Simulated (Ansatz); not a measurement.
Crystal: Te2Mo.

```
CELL_PARAMETERS angstrom
6.34645 0.00000 0.00000
0.00000 3.49422 0.00000
-0.54903 0.00000 14.85616
ATOMIC_POSITIONS crystal
Te 0.06309 0.50000 0.40139
Te 0.93626 0.00000 0.59892
Te 0.56720 0.00000 0.36206
Te 0.43254 0.50000 0.63827
Te 0.09105 0.00000 0.13792
Te 0.90945 0.50000 0.86175
Te 0.58109 0.50000 0.09855
Te 0.41935 0.00000 0.90115
Mo 0.31969 0.00000 0.50683
Mo 0.67978 0.50000 0.49352
Mo 0.18149 0.50000 0.00653
Mo 0.81900 0.00000 0.99309
```

The cell is a database's computed one.

| Property | Result |
| --- | --- |
| Program | Ansatz 0.2.0 |
| Task | relaxation of cell and atoms |
| Functional | BLYP |
| Potentials or basis | Ansatz PAW |
| Cutoff | 420 eV (not typed: the program's choice for these potentials) |
| k mesh | 3 × 6 × 2 |
| Occupations | fermi-dirac, width 0.05 eV |
| Spin | no spin polarisation |

At the start: volume 27.45 Å³/atom.

Problem. Where does the relaxation end?

Solution. It ends after 20 steps and the volume is 40.47 Å³/atom (+47.4 %); space group P2_1/m (No. 11, to 0.05 Å).

The path:
| step | energy change (eV) | largest force (eV/Å) | volume (Å³) |
| --- | --- | --- | --- |
| 1 | 0.0000 | 0.6758 | 329.45 |
| 2 | -0.0872 | 1.0444 | 373.11 |
| 3 | -0.4794 | 0.1663 | 375.52 |
| 4 | -0.5495 | 0.0393 | 386.15 |
| 5 | -0.5585 | 0.0311 | 394.85 |
| 6 | -0.5587 | 0.0037 | 395.04 |
| 7 | -0.5857 | 0.0042 | 395.04 |
| 8 | -0.6007 | 0.0116 | 405.27 |
| 9 | -0.6164 | 0.0746 | 422.09 |
| 10 | -0.6238 | 0.0154 | 433.51 |
| 11 | -0.6248 | 0.0095 | 437.29 |
| 12 | -0.6244 | 0.0080 | 443.53 |
| 13 | -0.6248 | 0.0037 | 441.69 |
| 14 | -0.6371 | 0.0037 | 441.69 |
| 15 | -0.6410 | 0.0159 | 449.69 |
| 16 | -0.6458 | 0.0622 | 466.72 |
| 17 | -0.6447 | 0.1455 | 484.34 |
| 18 | -0.6435 | 0.0680 | 495.62 |
| 19 | -0.6485 | 0.0030 | 485.61 |
| 20 | -0.6563 | 0.0030 | 485.61 |

Final structure:
```cif
data_structure
_symmetry_space_group_name_H-M 'P 1'
_symmetry_Int_Tables_number 1
_cell_length_a 6.4988
_cell_length_b 3.5925
_cell_length_c 20.8010
_cell_angle_alpha 90.000
_cell_angle_beta 90.568
_cell_angle_gamma 90.000
_cell_volume 485.61
loop_
_atom_site_label
_atom_site_type_symbol
_atom_site_fract_x
_atom_site_fract_y
_atom_site_fract_z
_atom_site_occupancy
Te1 Te 0.07079 0.50000 0.42796 1
Te2 Te 0.92882 0.00000 0.57191 1
Te3 Te 0.57874 0.00000 0.40039 1
Te4 Te 0.42087 0.50000 0.59949 1
Te5 Te 0.08543 0.00000 0.09961 1
Te6 Te 0.91497 0.50000 0.90051 1
Te7 Te 0.57575 0.50000 0.07204 1
Te8 Te 0.42465 0.00000 0.92809 1
Mo1 Mo 0.31927 0.00000 0.50454 1
Mo2 Mo 0.68033 0.50000 0.49533 1
Mo3 Mo 0.18103 0.50000 0.00467 1
Mo4 Mo 0.81937 0.00000 0.99546 1
```

Caveat: the volume moved by over 15 % at a fixed basis, so the end points are rough; the plane-wave basis is chosen anew once the cell has moved, so the energies of steps on either side of that aren't comparable; this functional lacks dispersion, which binds the layers, so the pressure and a relaxed spacing across them are unreliable, and here the layers came unbound; the PAW data sets come from PBE, with cores solved anew for the run's functional, which leaves a small shift of forces and pressure.
